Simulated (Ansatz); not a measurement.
Input and command of a plane-wave DFT calculation in Ansatz:

```yaml
crystal:
  lattice:
    - [5.8769161223, 0.0, 0.0]
    - [-2.9384580611, 5.0895586578, 0.0]
    - [0.0, 0.0, 25.582151022]
  atoms:
    - { symbol: Ti, position: [0.3333333333, 0.1666666667, 0.3127180351] }
    - { symbol: Ti, position: [0.3333333333, 0.6666666667, 0.3127180351] }
    - { symbol: Ti, position: [0.8333333333, 0.1666666667, 0.3127180351] }
    - { symbol: Ti, position: [0.8333333333, 0.6666666667, 0.3127180351] }
    - { symbol: Ti, position: [0.1666666667, 0.3333333333, 0.4036141057] }
    - { symbol: Ti, position: [0.1666666667, 0.8333333333, 0.4036141057] }
    - { symbol: Ti, position: [0.6666666667, 0.3333333333, 0.4036141057] }
    - { symbol: Ti, position: [0.6666666667, 0.8333333333, 0.4036141057] }
    - { symbol: Ti, position: [0.3333333333, 0.1666666667, 0.4977319358] }
    - { symbol: Ti, position: [0.3333333333, 0.6666666667, 0.4977319358] }
    - { symbol: Ti, position: [0.8333333333, 0.1666666667, 0.4977319358] }
    - { symbol: Ti, position: [0.8333333333, 0.6666666667, 0.4977319358] }
    - { symbol: Ti, position: [0.1666666667, 0.3333333333, 0.5826299322] }
    - { symbol: Ti, position: [0.1666666667, 0.8333333333, 0.5826299322] }
    - { symbol: Ti, position: [0.6666666667, 0.3333333333, 0.5826299322] }
    - { symbol: Ti, position: [0.6666666667, 0.8333333333, 0.5826299322] }
    - { symbol: O, position: [0.0, 0.0, 0.696772015] }
    - { symbol: H, position: [-0.111708464, -0.1474764639, 0.7204682241] }
    - { symbol: H, position: [0.111708464, 0.1474764639, 0.7204682241] }
basis:
  ecutwfc: 420
kpoints:
  mp_grid: { grid: [4, 4, 1] }
hamiltonian:
  xc: pbe
scf:
  occupations: { method: gaussian, width: 0.1 }
output:
  forces: true
  eigenvalues: true
  write_density: true
  write_potential: true
  elf: true
  volumetric_format: npy
relax:
  adjacent_minimum: "off"
  f_tol: 0.04
  max_steps: 100
  constraints: [{ sites: [0, 1, 2, 3, 4, 5, 6, 7] }]
efield:
  axis: 3
  dipole_correction: true
  ramp_width: 0.04
```

```bash
ansatz run input.yaml --threads 4 --pin off --max-ram 10240MiB --backend cpu --events-out ev --progress --plain --runs-dir out
```

Processor: Arm Neoverse V1, 4 threads, on a host shared with other jobs.

Task: Estimate time, memory and problem size.

Result: About 10 min on 4 threads of Arm Neoverse V1 (shared host), peak memory 2.2 GiB. It solves 120 bands at 10 k points (the mesh reduced by symmetry) with about 14893 plane waves, in 104 SCF iterations over 16 ionic steps.
